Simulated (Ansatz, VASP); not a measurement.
## Ti in VASP and in Ansatz

```xyz
1
Lattice="2.5997 0.0000 0.0000 0.0000 2.5997 0.0000 0.0000 0.0000 2.5997" Properties=species:S:1:pos:R:3 pbc="T T T"
Ti    0.0000    0.0000    0.0000
```

Alike in both runs: task single point; functional PBEsol; k mesh 14 × 14 × 14; occupations fermi-dirac, width 0.1 eV; no spin polarisation.

|  | VASP | Ansatz |
| --- | --- | --- |
| version | VASP 6.6.1 | Ansatz 0.2.0 |
| potentials or method | VASP PAW PBE potentials, release 64 (Ti_sv) | plane waves (420 eV) with PAW, scalar-relativistic |
| plane-wave cutoff (eV) | 520 | 420 |
| valence electrons in the cell | 12 | 12 |

```csv
,VASP,Ansatz,Ansatz less VASP
pressure (GPa),-0.4,-0.2,+0.12
```

Ansatz warned: «pseudo_functional_mismatch».

Caveats: the PAW data sets were made with another functional, which shifts forces and pressure a little (VASP).
